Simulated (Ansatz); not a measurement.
A 3-atom cell of WS2 started from a crystallographic database at its r2SCAN+rVV10 geometry, in Ansatz. One HSE06 run serves as the base. The settings are then varied one at a time, some on purpose to values that make no sense. Doubtful ones may also carry a cap on iterations. All numbers are computed, and spin polarisation is off unless an edit sets a moment.

Base input:
```yaml
crystal:
  lattice:
    - [1.585886712, 0.9156121201, 6.2374761008]
    - [-1.585886712, 0.9156121201, 6.2374761008]
    - [0.0, -1.8312242401, 6.2374761008]
  atoms:
    - { symbol: W, position: [0.0006662241, 0.0006662241, 0.0006662241] }
    - { symbol: S, position: [0.2505579551, 0.2505579551, 0.2505579551] }
    - { symbol: S, position: [0.4174758208, 0.4174758208, 0.4174758208] }
kpoints:
  mp_grid: { grid: [4, 4, 4] }
hamiltonian:
  xc: hse06
scf:
  occupations: { method: fixed }
  n_extra_bands: 4
output:
  forces: true
  stress: true
  eigenvalues: true
```

Base results:
```
Basis set: ecut = 420 eV, 1041 PW (Γ), FFT grids on a1−a3, a2−a3, a3
Symmetry: 6 space group operations
Space group: R3m (ITA 160)
k-points: 13 of 64 (time reversal used)
Exchange kernel: α = 0.2500, screened, ω = 0.2079 Å⁻¹, Wigner–Seitz truncation, v(0) = 1002.0557 eV·Å³, q-mesh 4×4×4
hybrid SCF converged: 2 outer / 12 inner (+4 warm-up)
Free energy (F): -12193.490073 eV
Fermi energy:    11.079697 eV
--- Forces (eV/Å), atoms counted from 1 ---
  atom   1  W       0.00000      0.00000    -0.00101
  atom   2  S       0.00000      0.00000      0.36042
  atom   3  S       0.00000      0.00000    -0.35943
--- Stress (GPa, compression-positive) ---
       -1.921396       0.000000       0.000000
        0.000000      -1.921396       0.000000
        0.000000       0.000000      -0.896286
  P = ⅓ Tr σ = -1.5797 GPa (-15.797 kbar)
--- Band table (eV; the first three rows and the last of 13) ---
  k-point 0: bands = […, 7.0630, 7.0630, 8.4929, 8.4929, 9.1566, 9.8407, 13.9733, 13.9733, 14.2345, 14.2345]
  k-point 1: bands = […, 5.1839, 6.2070, 7.2681, 8.0318, 8.8393, 9.3105, 13.0447, 13.6966, 14.6684, 15.2798]
  k-point 2: bands = […, 4.5564, 5.1360, 6.4201, 8.1131, 8.9132, 9.1600, 14.0163, 14.3582, 15.4809, 15.8510]
  k-point 12: bands = […, 6.8702, 7.0464, 7.0464, 8.5275, 8.5275, 11.0797, 14.0489, 14.0489, 14.1115, 14.1115]
```
The gap over this mesh is 1.965 eV.

Command: `ansatz run input.yaml --threads 4 --pin off --max-ram 3686MiB --backend cpu --events-out ev --progress --plain --runs-dir out`. It took 8.1 s on 4 threads of Intel(R) Xeon(R) 6975P-C (Granite Rapids) (shared host), load about 0.9 per core; peak host memory 0.87 GiB.

Q: Predict the outcome of this edit.
```yaml
hamiltonian:
  xc: { exchange: pbe, correlation: pbe, exx: { coeff: 1.0 } }
```

A: That is 100 % exact exchange, at all ranges, against HSE06's 25 % screened at 0.208 1/Å. The mean stress moves by -12.2 GPa and the gap on the mesh by +4.626 eV (to 6.591). Totals of different functionals aren't comparable.
```
hybrid SCF converged: 4 outer / 30 inner (+5 warm-up)
Free energy (F): -12192.271017 eV
Fermi energy:    8.480385 eV
--- Forces (eV/Å), atoms counted from 1 ---
  atom   1  W       0.00000      0.00000      0.00546
  atom   2  S       0.00000      0.00000      1.63518
  atom   3  S       0.00000      0.00000    -1.64064
--- Stress (GPa, compression-positive) ---
      -13.772626       0.000000       0.000000
        0.000000     -13.772626       0.000000
        0.000000       0.000000     -13.671578
  P = ⅓ Tr σ = -13.7389 GPa (-137.389 kbar)
--- Band table (eV; the first three rows and the last of 13) ---
  k-point 0: bands = […, 3.0832, 3.0832, 5.1378, 5.1378, 5.4592, 6.9157, 16.7478, 16.7478, 16.9039, 16.9039]
  k-point 1: bands = […, 0.4909, 2.0268, 3.4946, 4.2894, 5.1341, 6.1547, 15.2950, 16.2412, 17.5935, 18.4837]
  k-point 2: bands = […, -0.2472, 0.3996, 2.3000, 4.2051, 5.3632, 5.8189, 16.8527, 16.9574, 18.4757, 19.2053]
  k-point 12: bands = […, 2.6104, 3.0577, 3.0577, 5.1917, 5.1917, 8.4804, 16.6768, 16.6768, 16.8910, 16.8910]
```

Q: What happens with this change?
```yaml
hamiltonian:
  xc: { exchange: pbe, correlation: pbe, exx: { coeff: 0.75 } }
```

A: That is 75 % exact exchange, at all ranges, against HSE06's 25 % screened at 0.208 1/Å. The mean stress moves by -8.3 GPa and the gap on the mesh by +3.266 eV (to 5.231). Totals of different functionals aren't comparable.
```
hybrid SCF converged: 4 outer / 26 inner (+4 warm-up)
Free energy (F): -12191.823288 eV
Fermi energy:    9.292676 eV
--- Forces (eV/Å), atoms counted from 1 ---
  atom   1  W       0.00000      0.00000      0.00343
  atom   2  S       0.00000      0.00000      1.22881
  atom   3  S       0.00000      0.00000    -1.23226
--- Stress (GPa, compression-positive) ---
      -10.106109       0.000000       0.000000
        0.000000     -10.106109       0.000000
        0.000000       0.000000      -9.551078
  P = ⅓ Tr σ = -9.9211 GPa (-99.211 kbar)
```

Q: These lines are set or replaced. What follows?
```yaml
hamiltonian:
  xc: { exchange: pbe, correlation: pbe, exx: { coeff: 0.75, omega: 0.1 } }
```

A: That is 75 % exact exchange, screened with ω = 0.1 1/Å, against HSE06's 25 % screened at 0.208 1/Å. The mean stress moves by -9.0 GPa and the gap on the mesh by +2.129 eV (to 4.094). Totals of different functionals aren't comparable. The program warns that on this mesh the truncation of the exchange isn't bounded, so part of the change can be an error of the mesh.
Lines that differ from the base's log, and the results:
```
Exchange kernel: α = 0.7500, screened, ω = 0.1000 Å⁻¹, Wigner–Seitz truncation, v(0) = 2845.4504 eV·Å³, q-mesh 4×4×4
hybrid SCF converged: 4 outer / 23 inner (+4 warm-up)
Free energy (F): -12198.237472 eV
Fermi energy:    9.835234 eV
--- Forces (eV/Å), atoms counted from 1 ---
  atom   1  W       0.00000      0.00000      0.00321
  atom   2  S       0.00000      0.00000      1.32720
  atom   3  S       0.00000      0.00000    -1.33035
--- Stress (GPa, compression-positive) ---
      -10.747191       0.000000       0.000000
        0.000000     -10.747191       0.000000
        0.000000       0.000000     -10.151656
  P = ⅓ Tr σ = -10.5487 GPa (-105.487 kbar)
--- Band table (eV; the first three rows and the last of 13) ---
  k-point 0: bands = […, 4.8592, 4.8592, 6.7246, 6.7246, 7.1848, 8.3847, 15.2972, 15.2972, 15.5036, 15.5036]
  k-point 1: bands = […, 2.5261, 3.8790, 5.2111, 6.0068, 6.8585, 7.6771, 14.0500, 14.8620, 16.0965, 16.8909]
  k-point 2: bands = […, 1.8140, 2.4395, 4.1268, 5.9825, 7.0356, 7.4064, 15.3503, 15.6029, 16.9867, 17.5678]
  k-point 12: bands = […, 4.5276, 4.8369, 4.8369, 6.7720, 6.7720, 9.8352, 15.3015, 15.3015, 15.4284, 15.4284]
```

Q: The input is altered as follows. How does the run end?
```yaml
scf:
  mixing: { preconditioner: kerker }
```

A: It converges in 19 iterations against the base's 16. The result is the base's, as it should be for a key that only affects how the solution is found.

Spin-orbit coupling is left out, which matters wherever the heavy atoms make up the band edges.

The program warns that its thresholds are loose for a hybrid's stress.

The meshes of the hybrids are coarse, so their gaps aren't converged to the digits shown.
